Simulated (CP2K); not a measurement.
**PtSe2 (Sudovikovite) under changes of volume**

One of the cells (20.265 Å³/atom); the others are scaled copies at fixed shape and fractional positions:

```
Pt Se
1.0
     3.72400    0.00000    0.00000
    -1.86200    3.22508    0.00000
     0.00000    0.00000    5.06200
Pt Se
1 2
Direct
  0.00000 0.00000 0.00000
  0.66667 0.33333 0.75000
  0.33333 0.66667 0.25000
```

| Property | Result |
| --- | --- |
| Program | CP2K 2026.2 |
| Functional | PBE |
| Potentials or basis | POTENTIAL_UZH Pt GTH-PBE-q18, Se GTH-PBE-q6; TZVP-MOLOPT-PBE-GTH basis |
| Density cutoff | 6123 eV |
| k mesh | 8 × 8 × 5 |
| Occupations | fermi-dirac, width 0.05 eV |
| Spin | no spin polarisation |

```tsv
volume (Å³/atom)	energy over the lowest point (meV/atom)	pressure (GPa)	largest force (eV/Å)
19.049	137.32	19.3	1.629
19.455	93.72	15.3	1.299
19.860	59.63	11.7	0.996
20.265	34.06	8.5	0.718
20.671	?	?	?
21.076	5.01	3.1	0.229
21.481	0.00	0.9	0.014
```

Problem. What does the run at 20.671 Å³/atom give?

Solution. Energy over the lowest point 16.12 meV/atom; pressure 5.7 GPa; largest force 0.463 eV/Å.

Worked out: A Birch-Murnaghan fit of order 3 (a polynomial in V^(-2/3)) to the other rows has its minimum at 21.64 Å³/atom, just outside them, with B0 = V·E''(V) = 112 GPa and B' = 4.7 at fixed shape and positions, which overstates the stiffness. It gives 16.09 meV/atom at 20.671 Å³/atom, against the run's 16.12, and -dE/dV = 5.7 GPa, against 5.7.

Energies are extrapolated to zero smearing.

Caveats: the basis of atomic orbitals isn't converged, which shifts pressures, moduli and gaps; forces of over 1 eV/Å show positions far from the minimum, so gaps and moduli don't describe the material at rest (some runs).
